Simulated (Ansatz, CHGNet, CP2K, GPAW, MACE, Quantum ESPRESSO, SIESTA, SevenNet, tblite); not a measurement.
## Generalised stacking fault on (110) of BePd (80 atoms): runs against a plane-wave reference

The cell holds 80 atoms: 40 Be and 40 Pd. Cell: a = 5.626 Å, b = 7.956 Å, c = 20.002 Å, α = 90.0°, β = 83.9°, γ = 90.0°. It derives from BePd (CsCl-type). CsCl-type BePd (a = 2.813 Å), cell with z along [110], 2 x 2 x 5 periods; the third cell vector is tilted by 0.750 of [001] and lengthened by 0 Å, so the cell holds one fault; displaced by a Gaussian of 0.01 Å. Then every atom was moved at random, 0.03 Å r.m.s. a Cartesian component.

Geometry: as built.

The reference, a calculation:

| Item | Value |
| --- | --- |
| method | Kohn-Sham DFT, PBE, SSSP efficiency 1.3.0 pseudopotentials, plane waves (Quantum ESPRESSO 7.5); sssp-pbe-1.3.0-efficiency, cutoffs 45/360 Ry, Γ point |
| r.m.s. force component | 0.3677 eV/Å |
| longest force | 1.657 eV/Å |
| pressure | 7.147 GPa |
| time | 2.4 min on 4 MPI ranks of Arm Neoverse V1, shared host |
| CPU time | 9.4 min |

**Question.** The same geometry is run in other programs. How far does each lie from the reference, and what does it cost?
- SevenNet l3i5 potential (SevenNet l3i5; 1 thread)
- MACE MP-0b2 small potential (MACE MP-0b2 small; 1 thread)
- CP2K PBE+D3, DZVP-MOLOPT-SR, 600/50 Ry, diagonalisation (CP2K 2026.2; 4 MPI ranks)
- CP2K PBE, DZVP-MOLOPT-SR, 600/20 Ry, diagonalisation (CP2K 2026.2; 4 MPI ranks)
- GPAW PBE, plane waves 450 eV (GPAW 26.7.0; 2 MPI ranks)
- CP2K LDA, DZVP-MOLOPT-SR, 600/50 Ry, diagonalisation (CP2K 2026.2; 4 MPI ranks)
- CP2K PBE, DZVP-MOLOPT-SR, 600/50 Ry, diagonalisation (CP2K 2026.2; 4 MPI ranks)
- QE PBE, sssp-1.3.0-efficiency, 25/200 Ry (Quantum ESPRESSO 7.5; 2 MPI ranks)
- tblite GFN1-xTB (tblite 0.8.0; 1 thread)
- CHGNet 0.3.0 potential (CHGNet 0.3.0; 1 thread)

Differences are against the plane-wave reference, forces as r.m.s. over components; share is that over the reference's r.m.s. force, slope the least-squares factor from reference forces to these. Total energies of different programs have different zeros and aren't compared.

```tsv
run	Δ force, r.m.s. (meV/Å)	share (%)	slope	Δ pressure (GPa)	cores	CPU time	memory (GiB)
reference	-	-	-	-	4	9.4 min	2.2
SevenNet l3i5 potential	166	45.1	0.721	-2.76	1	13 s	1.8
MACE MP-0b2 small potential	186	50.5	0.766	-3.16	1	7.3 s	0.65
CP2K PBE+D3, DZVP-MOLOPT-SR, 600/50 Ry, diagonalisation	29.7	8.08	1.031	-5.97	4	12 min	4.4
CP2K PBE, DZVP-MOLOPT-SR, 600/20 Ry, diagonalisation (coarse)	1125	306	1.228	4.34	4	8.3 min	4.3
GPAW PBE, plane waves 450 eV	9.86	2.68	1.013	0.538	2	12 min	1.3
CP2K LDA, DZVP-MOLOPT-SR, 600/50 Ry, diagonalisation	41.5	11.3	0.917	-14.0	4	12 min	4.4
CP2K PBE, DZVP-MOLOPT-SR, 600/50 Ry, diagonalisation	24.5	6.68	1.050	1.92	4	12 min	4.3
QE PBE, sssp-1.3.0-efficiency, 25/200 Ry (coarse)	115	31.4	1.026	-330	2	4.5 min	0.81
tblite GFN1-xTB	211	57.3	0.959	15.1	1	9 s	0.13
CHGNet 0.3.0 potential	208	56.5	0.648	-2.37	1	5.1 s	1.9
```

Rows marked coarse were listed beforehand as settings not expected to be converged; some can still land near the reference.

Times of the machine-learned potentials are mostly Python's start and the loading of weights.

CPU time is summed over cores on a shared host, where runs went side by side, so it is rough. Symmetry, cutoffs, thresholds, outputs and thread counts weren't matched or tuned between programs; memory under MPI is the largest rank's times the ranks.

PBE on plane waves or a grid with other potentials, cutoffs or grids, coarse settings apart, differs from the reference by 2.7 % (GPAW PBE, plane waves 450 eV) of the r.m.s. force; this holds the reference's own error, so differences of a few per cent don't tell which side is nearer the exact PBE result. The PBE run in local orbitals, coarse settings apart, differs by 6.7 % (CP2K PBE, DZVP-MOLOPT-SR, 600/50 Ry, diagonalisation); basis, grid and potentials can all enter. Tight binding differs by 57 % (tblite GFN1-xTB); it is another model, with fitted parameters of its own, and the xTB methods hold dispersion. Machine-learned potentials differ by 45 % (SevenNet l3i5 potential) to 57 % (CHGNet 0.3.0 potential); they were trained on other programs' data. The reference samples few k-points for this cell, and its sampling error, which other DFT runs on the same mesh share, can be part of so large a difference. Among those trained on PBE data the slope goes as low as 0.65, with a correlation of 0.83, so directions differ as well as sizes. Periodic xTB results under one method name differ between programs and library versions. Machine-learned potentials mimic data converged in k, so the reference's own k-point error enters their differences. The electronic-structure runs sample only Γ, in a cell whose shortest periodic width is 6 Å, which is coarse for a cell with partly filled levels.

[Logs are printed without paths, hosts, clocks, repeated set-up lines and the standing remarks that a program may print on its own settings, such as how far it seeks lower states.]

[Hosts, paths, dates, database ids (printed as entryN), source tags and the programs' standing remarks are cut or masked in the printed files.]
